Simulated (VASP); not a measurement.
Wanted: the native input for a VASP 6.6.1 run.

```
Task                   : band structure
Functional             : r2SCAN
Potentials or basis    : VASP PAW PBE potentials, release 64 (Si)
Cutoff                 : 520 eV
k mesh                 : 8 × 8 × 4
Occupations            : gaussian, width 0.02 eV
Spin                   : no spin polarisation
Ladder                 : gaps
Further INCAR settings : ALGO = Normal; EDIFF = 1e-06
```

The structure of Si lies in POSCAR:

```
Si
1.0
    3.8313174605      0.0000000000      0.0000000000
   -1.9156587303      3.3180182508      0.0000000000
    0.0000000000      0.0000000000      6.3326220002
Si
4
Direct
    0.6666666667      0.3333333333      0.9369905000
    0.3333333333      0.6666666667      0.4369905000
    0.6666666667      0.3333333333      0.5630095000
    0.3333333333      0.6666666667      0.0630095000
```

This isn't the form of Si at room conditions, which is diamond.

The input as run:

INCAR

```
PREC = Accurate ; ENCUT = 520
EDIFF = 1E-6 ; ISMEAR = 0
SIGMA = 0.02 ; LREAL = False
LASPH = True ; NELM = 80
ALGO = Normal ; ISIF = 2
LWAVE = False ; LCHARG = False
METAGGA = R2SCAN ; LMIXTAU = True
```

KPOINTS

```
regular mesh
0
Gamma
  8 8 4
```

KPOINTS_OPT

```
path GMKGALHA,LM,KH
20
line-mode
reciprocal
 0.0000000000  0.0000000000  0.0000000000  G
 0.5000000000  0.0000000000  0.0000000000  M

 0.5000000000  0.0000000000  0.0000000000  M
 0.3333333333  0.3333333333  0.0000000000  K

 0.3333333333  0.3333333333  0.0000000000  K
 0.0000000000  0.0000000000  0.0000000000  G

 0.0000000000  0.0000000000  0.0000000000  G
 0.0000000000  0.0000000000  0.5000000000  A

 0.0000000000  0.0000000000  0.5000000000  A
 0.5000000000  0.0000000000  0.5000000000  L

 0.5000000000  0.0000000000  0.5000000000  L
 0.3333333333  0.3333333333  0.5000000000  H

 0.3333333333  0.3333333333  0.5000000000  H
 0.0000000000  0.0000000000  0.5000000000  A

 0.5000000000  0.0000000000  0.5000000000  L
 0.5000000000  0.0000000000  0.0000000000  M

 0.3333333333  0.3333333333  0.0000000000  K
 0.3333333333  0.3333333333  0.5000000000  H
```

Potentials or basis: VASP PAW PBE potentials, release 64 (Si).

Run with:

```bash
$ cat potpaw_PBE.64/Si/POTCAR > POTCAR
$ mpirun -np 1 vasp_std > vasp.out
```

Results of the run:

The pressure is 0.0 GPa. The largest force is 0.005 eV/Å, the band gap on the k mesh is 0.62 eV, indirect (least direct gap 1.37 eV) and the band gap along the path is 0.62 eV, indirect (least direct gap 1.37 eV).

Caveat: the PAW data sets were made with another functional, which shifts forces and pressure a little.

Wall time 6 min on 1 thread of Intel(R) Xeon(R) Platinum 8259CL CPU @ 2.50GHz (Skylake/Cascade Lake) (shared host), peak memory 0.19 GiB.
